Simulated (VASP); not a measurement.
SiC (CsCl), PBEsol relaxation of cell and atoms: VASP's output and Ansatz's

POSCAR

```
Si C
 1.0000000000000000
     2.6443621003327489    0.0000000000000000   -0.0000000000000000
     0.0000000000000000    2.6443621003327489    0.0000000000000000
     0.0000000000000000    0.0000000000000000    2.6443621003327489
 Si  C
   1   1
Cartesian
  0.0000000000000000  0.0000000000000000  0.0000000000000000
  1.3221810501663744  1.3221810501663744  1.3221810501663744
```

VASP ran with the recommended PBE PAW datasets (8 valence electrons in the cell).

From OUTCAR

```
k-points           NKPTS =     35   k-points in BZ     NKDIM =     35   number of bands    NBANDS=     11

   NELECT =       8.0000    total number of electrons

   dimension x,y,z NGX =    24 NGY =   24 NGZ =   24
   dimension x,y,z NGXF=    48 NGYF=   48 NGZF=   48

  energy-cutoff  :      600.00
  volume of cell :       17.97
      direct lattice vectors                 reciprocal lattice vectors
     2.619462071  0.000000000  0.000000000     0.381757770  0.000000000  0.000000000
     0.000000000  2.619462071  0.000000000     0.000000000  0.381757770  0.000000000
     0.000000000  0.000000000  2.619462071     0.000000000  0.000000000  0.381757770

 k-points in reciprocal lattice and weights: KPOINTS created by Atomic Simulation Env
   0.00000000  0.00000000  0.00000000       0.002
   0.12500000  0.00000000  0.00000000       0.012
   0.25000000  0.00000000  0.00000000       0.012
   0.37500000  0.00000000  0.00000000       0.012
   0.50000000  0.00000000  0.00000000       0.006
   0.12500000  0.12500000  0.00000000       0.023
   0.25000000  0.12500000  0.00000000       0.047
   0.37500000  0.12500000  0.00000000       0.047
   ...

 E-fermi :  11.5103

 k-point     1 :       0.0000    0.0000    0.0000
  band No.  band energies     occupation
      1      -6.3096      2.00000
      2      10.3569      2.00000
      3      10.3569      2.00000
      4      10.3569      2.00000
      5      13.3643      0.00000
      6      16.3586      0.00000
      7      16.3586      0.00000
      8      24.5651      0.00000
      9      24.5651      0.00000
     10      24.5651      0.00000
     11      31.8664      0.00000

 k-point     2 :       0.1250    0.0000    0.0000
  band No.  band energies     occupation
      1      -6.0035      2.00000
      2       7.9809      2.00000
      3      10.5766      2.00000
      4      10.5766      2.00000
      5      14.0766      0.00000
      6      16.6663      0.00000
      7      18.2378      0.00000
      8      23.7842      0.00000
      9      23.7842      0.00000
     10      24.4116      0.00000
     11      31.4464      0.00000

 k-point     3 :       0.2500    0.0000    0.0000
  band No.  band energies     occupation
      1      -5.0923      2.00000
      2       4.5358      2.00000
      3      11.1865      2.00000
      4      11.1865      2.00000
      5      14.8829      0.00000
      6      17.5622      0.00000
      7      19.9385      0.00000
      8      21.9146      0.00000
      9      21.9146      0.00000
     10      25.7956      0.00000
     11      29.4107      0.00000

 k-point     4 :       0.3750    0.0000    0.0000
  band No.  band energies     occupation
      1      -3.6134      2.00000
      2       1.4221      2.00000
      3      11.9761      0.00000
      4      11.9761      0.00000
      5      15.9242      0.00000
      6      18.8909      0.00000
      7      19.0936      0.00000
      8      20.0273      0.00000
      9      20.0273      0.00000
     10      26.0867      0.00000
     11      29.6377      0.00000

 k-point     5 :       0.5000    0.0000    0.0000
  band No.  band energies     occupation
      1      -2.1308      2.00000
      2      -0.6164      2.00000
      3      12.3984      0.00000
      4      12.3984      0.00000
      5      16.7891      0.00000
      6      18.1290      0.00000
      7      19.1925      0.00000
      8      19.1925      0.00000
      9      19.8010      0.00000
     10      24.5094      0.00000
     11      31.3985      0.00000

 k-point     6 :       0.1250    0.1250    0.0000
  band No.  band energies     occupation
      1      -5.6982      2.00000
      2       8.1649      2.00000
      3       8.3154      2.00000
      4      10.7945      2.00000
      5      14.9222      0.00000
      6      17.7500      0.00000
      7      18.8523      0.00000
      8      22.5732      0.00000
      9      23.3494      0.00000
     10      25.0281      0.00000
     11      29.8555      0.00000

 k-point     7 :       0.2500    0.1250    0.0000
  band No.  band energies     occupation
      1      -4.7900      2.00000
      2       4.8162      2.00000
      3       8.9784      2.00000
      4      11.3980      1.99276
      5      15.7780      0.00000
      6      17.5473      0.00000
      7      19.8458      0.00000
      8      21.9490      0.00000
      9      22.3259      0.00000
     10      26.5055      0.00000
     11      28.8408      0.00000

 k-point     8 :       0.3750    0.1250    0.0000
  band No.  band energies     occupation
      1      -3.3172      2.00000
      2       1.7176      2.00000
      3      10.0332      2.00000
      4      12.1749      0.00000
      5      15.8053      0.00000
      6      16.9600      0.00000
      7      19.5986      0.00000
      8      20.2509      0.00000
      9      22.7737      0.00000
     10      26.8904      0.00000
     11      29.4959      0.00000

 ...

  Total        0.0033652      0.0033652      0.0033652     -0.0000000     -0.0000000      0.0000000
  in kB        0.2999713      0.2999713      0.2999713     -0.0000000     -0.0000000      0.0000000
  external PRESSURE =       0.2999713 kB  Pullay stress =       0.0000000 kB

 POSITION                                       TOTAL-FORCE (eV/Angst)
 -----------------------------------------------------------------------------------
      0.00000      0.00000      0.00000         0.000000      0.000000      0.000000
      1.30973      1.30973      1.30973         0.000000      0.000000      0.000000
 -----------------------------------------------------------------------------------
    total drift:                                0.000000     -0.000000     -0.000000

  FREE ENERGIE OF THE ION-ELECTRON SYSTEM (eV)
  ---------------------------------------------------
  free  energy   TOTEN  =       -11.9480248285 eV

  energy  without entropy=      -11.9473329270  energy(sigma->0) =      -11.94767888
```

Datasets and cutoffs are each program's own. VASP's cell holds 8 valence electrons and Ansatz's 8.

Question: What does Ansatz give for the same cell and level of theory?

Answer: relaxed cell vector lengths 2.618, 2.618, 2.618 Å; relaxed cell volume 17.95 Å³.

Ansatz printed

```
basis re-selected at this cell: Δ(F+E_penalty+E_count) = +2.274e-13 eV, ΔP = -0.000 GPa vs the last step (what re-selecting the basis moved, of the pressure what is left beyond the Pulay correction that the steps carried, after the strain that the cell walked since its last selection, with what the two solves' SCF thresholds leave and, on support functions, any second-order correction that the steps lacked; it is no measure of the basis error at this ecutwfc). This SCF's stress stands 8.28e-4 GPa from its target on what of the cell is left free (relax.cell.stress_tol is 5.00e-2 GPa) and its largest allowed force component is 1.19e-31 eV/Å (relax.f_tol is 5.00e-3 eV/Å): within both
SCF converged after 8 iterations
Free energy (F): -864.732269 eV
Harris-Foulkes:  -864.732269 eV  (|F-HF|=9.09e-13)
Internal energy: -864.731571 eV  (E = F + TS)
E sigma→0 (E₀):  -864.731920 eV
Entropy (-TS):   -0.000699 eV (-0.349 meV/atom)
Fermi energy:    13.104359 eV
--- Per-component energies (eV) ---
  E_band       = 50.461264
  E_kinetic    = 129.158593
  E_local      = -43.018671  (includes V_loc(G=0)·N_el)
  E_nonlocal   = 51.905003
  E_hartree    = 14.080246
  E_xc         = -104.135918
  E_vxc        = -108.490888  (∫ρ·V_xc dr)
  E_paw        = -592.549106  (= ΣΔE_a)
  E_vpaw       = -7.253279  (= ΣTr[D̂ρ^β])
  E_aug_tail   = 0.000012  (compensation charges beyond the density's cutoff)
  E_ewald      = -320.224392
  E_core_change = 0.052661  (= ΣΔE_core)
  E_smearing   = -0.000699  (= −TS)
  E_closure    = 0.000000  (closes the sum)
  Σ components = -864.732269   (vs F -864.732269, Δ=0.00e0)
--- Forces (eV/Å), atoms counted from 1 ---
  atom   1  Si    -0.00000000     0.00000000    -0.00000000
  atom   2  C     -0.00000000     0.00000000     0.00000000
  max |Σ_I F_I| component: 1.56e-31 eV/Å
--- Stress (GPa, compression-positive) ---
       -0.000828      -0.000000       0.000000
       -0.000000      -0.000828       0.000000
        0.000000       0.000000      -0.000828
  P = ⅓ Tr σ = -0.0008 GPa (-0.008 kbar)
--- Relaxed structure (5 steps of the walk, 5 accepted, 2 SCFs on fresh bases) ---
  F+E_penalty+E_count = -864.73226946 eV   max|allowed force component| = 1.192e-31 eV/Å   (the final SCF, on the basis selected at the relaxed cell)
  cell:  # Å, volume = 17.9507 Å³
    - [2.6183475243955674, 2.32716534946791e-34, -6.82100188637146e-35]
    - [1.5166698312049484e-33, 2.6183475243955674, 0.0]
    - [-6.82100188637146e-35, 0.0, 2.6183475243955674]
  atoms:
    - { symbol: Si, position: [5.529602879311359e-87, -1.8966549864500636e-37, -9.483274932251396e-38] }
    - { symbol: C, position: [0.5, 0.5, 0.5] }
```
